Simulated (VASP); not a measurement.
Write the native input for VASP 6.6.1 that does the following.

| Property | Result |
| --- | --- |
| Task | single point |
| Functional | LDA |
| Potentials or basis | VASP PAW LDA potentials, release 64 (Pb_d) |
| Cutoff | 520 eV |
| k mesh | 9 × 9 × 9 |
| Occupations | gaussian, width 0.1 eV |
| Spin | no spin polarisation |
| Further INCAR settings | ALGO = Normal; EDIFF = 1e-07 |

The structure of Pb lies in POSCAR:

```
Pb
1.0
    0.0000000000      2.4750200000      2.4750200000
    2.4750200000      0.0000000000      2.4750200000
    2.4750200000      2.4750200000      0.0000000000
Pb
1
Cartesian
    0.0000000000      0.0000000000      0.0000000000
```

These files were run (other wordings do the same):

INCAR

```
SYSTEM = Pb
ALGO     = Normal         ! electronic algorithm
EDIFF    = 1E-7           ! SCF threshold, eV
ENCUT    = 520            ! plane-wave cutoff, eV
ISIF     = 2              ! what is computed and relaxed
ISMEAR   = 0              ! smearing method
LASPH    = .True.         ! aspherical terms in the spheres
LCHARG   = .False.        ! write CHGCAR
LREAL    = .False.        ! projectors in reciprocal space
LWAVE    = .False.        ! write WAVECAR
NELM     = 80             ! most SCF steps
PREC     = Accurate       ! precision mode
SIGMA    = 0.1            ! smearing width, eV
```

KPOINTS

```
k-points
0
Gamma
  9 9 9
  0 0 0
```

Potentials or basis: VASP PAW LDA potentials, release 64 (Pb_d).

Run with:

```console
$ cat potpaw_LDA.64/Pb_d/POTCAR > POTCAR
$ mpirun -np 1 vasp_std > vasp.out
```

Results of the run:

| Quantity | Value |
| --- | --- |
| Pressure | -2.1 GPa |
| Band gap on the k mesh | none (metal or under the smearing width) |

It took 6.4 s on 1 thread of Intel(R) Xeon(R) Platinum 8488C (Sapphire Rapids), with other jobs on the host, peak memory 0.13 GiB.
